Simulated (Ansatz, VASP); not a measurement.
# AlNi3: VASP beside Ansatz

```
Al Ni
1.0
     0.00000    2.80189    2.80189
     2.80189    0.00000    2.80189
     2.80189    2.80189    0.00000
Al Ni
1 3
Cartesian
  2.8019 2.8019 2.8019
  1.4009 1.4009 1.4009
  0.0000 0.0000 0.0000
  4.2028 4.2028 4.2028
```

Alike in both runs: functional r2SCAN; k mesh 8 × 8 × 8; occupations gaussian, width 0.1 eV; no spin polarisation.

Ansatz relaxed the structure, and its values are those at the end. VASP's run is a single point on that final structure, the one shown.

```csv
,VASP,Ansatz
version,VASP 6.6.1,Ansatz 0.2.0
potentials or method,"VASP PAW PBE potentials, release 64 (Al, Ni)","scalar-relativistic, plane waves, PAW"
plane-wave cutoff (eV),520,500
valence electrons in the cell,33,57
```

|  | VASP | Ansatz | Ansatz less VASP |
| --- | --- | --- | --- |
| gap on the k mesh at the Fermi level (eV) | none | none | - |
| pressure (GPa) | 0.1 | 0.0 | -0.12 |

A gap of «none» marks a metal or a gap that the smearing closes. The two sets of potentials don't hold the same shells in valence.

Caveats: the PAW data sets were made with another functional, which shifts forces and pressure a little (VASP). Spin polarisation is off, so any magnetic state and its effect on volume and gap are missing.
